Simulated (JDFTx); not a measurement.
**BaTiO3 in JDFTx: the effect of functional**

The system is BaTiO3.

```
Ba Ti O
1.0
     2.82767    1.63255    2.31773
    -2.82767    1.63255    2.31773
     0.00000   -3.26511    2.31773
Ba Ti O
1 1 3
Cartesian
  -2.7004 1.6624 2.3728
  -0.0605 -0.0667 3.6407
  -0.0308 -1.5655 4.5301
  -1.4487 0.8432 4.4791
  1.4127 0.7592 4.5299
```

Alike in all runs:

| Quantity | Value |
| --- | --- |
| Program | JDFTx 1.7.0 (patched build) |
| Task | single point |
| Potentials or basis | SG15-PBE-1.2 with smoothed tails |
| Cutoff | 1361 eV |
| Density cutoff | 10885 eV |
| k mesh | 2 × 2 × 2 |
| Occupations | fermi-dirac, width 0.05 eV |
| Spin | no spin polarisation |

Question: One run gave: gap on the mesh 2.86 eV; pressure 8.5 GPa; largest force 1.63 eV/Å. Which functional did it use?
A. PBEsol
B. TPSS
C. r2SCAN
D. LDA
E. SCAN

Answer: B.

```tsv
functional	gap on the mesh (eV)	pressure (GPa)	largest force (eV/Å)
LDA	2.69	1.1	1.44
PBEsol	2.71	4.7	1.42
r2SCAN	3.17	7.1	1.48
SCAN	3.19	6.8	1.47
TPSS	2.86	8.5	1.63
```

Caveats: all runs use coarse meshes; the empty levels aren't tightly converged; the potentials were made for another functional, which shifts forces and pressure; spin-orbit coupling is left out, which moves the levels of the heavy elements; meta-GGA forces are noisy on this grid (some runs).

A k mesh can miss the band edges.
